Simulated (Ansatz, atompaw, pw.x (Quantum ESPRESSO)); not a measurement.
**Equation-of-state test of one PAW (atompaw) potential (silicon)**

atompaw 4.2.0.5 input, output lines left out:

```
Si 14
GGA-PBE scalarrelativistic loggrid 1500 logderivrange -3 5 201
3 3 0 0 0 0
3 1 2
0 0 0
c
c
v
c
v
2
2.10 1.80 1.55 1.45
y
0.95
n
y
0.15
n
y
0.35
y
1.35
n
custom rrkj gramschmidtortho sinc
3 0.5 troulliermartins
2.10
2.10
2.10
1.85
2.10
2.10
```

Atomic tests: cutoffs needed: 8 Ry and 15 Ry (the cutoffs (Ry, on a coarse ladder) from which the occupation-weighted sum of valence levels, in a spherical-Bessel basis at the reference potential, stays within 10 and 1 mRy of its value at 400 Ry); ghost test: no extra level below or beside the all-electron valence levels (s, p, d, f tested) (spherical-Bessel basis up to 400 Ry, 20 bohr box); lowest eigenvalue of the overlap operator: 0.38 (s channel).

Crystal test: bcc Si in pw.x 7.5, no spin, 15³ k-points, Fermi–Dirac smearing 0.01 Ry, cutoffs 40/400 Ry. The reference is all-electron LAPW (Ansatz 0.2.0) with the same functional, mesh and smearing; V0 and B0 come from Birch–Murnaghan fits to the pressures at five volumes. Errors are pseudo minus all-electron; Δ is the rms difference of the E(V) curves that follow from these fits, minima aligned, over ±6 % about the mean V0. Mesh and smearing are coarse, so the numbers serve the comparison and aren't converged zero-temperature values; the lattice is a test structure that the element need not adopt.

All-electron: a0 = 3.083 Å (V0 = 14.65 Å³/atom), B0 = 93.0 GPa.

How far does the potential miss the all-electron equation of state?

mean pressure error (GPa): -0.09; a0 (Å): 3.082; a0 error (%): -0.03; B0 error (%): +0.2; Δ (meV/atom): 0.3.

```tsv
V (Å³/atom)	P all-electron (GPa)	P pseudo (GPa)
13.863	5.77	5.67
14.228	2.88	2.79
14.593	0.35	0.26
14.958	-1.86	-1.95
15.323	-3.80	-3.88
```

At the middle volume, how do free energy and pressure move when the wave cutoff is lowered (ecutrho held at 400 Ry)?

```csv
cutoff (Ry),shift of F (meV/atom),shift of P (GPa)
18,+7.5,-0.02
24,+4.7,+0.06
32,+1.3,-0.05
```

The run at the middle volume (120 k-points, 7 iterations) took about 8 s on one core of a shared host (Intel(R) Xeon(R) 6975P-C, 192 threads, 1512 GiB, load 66).
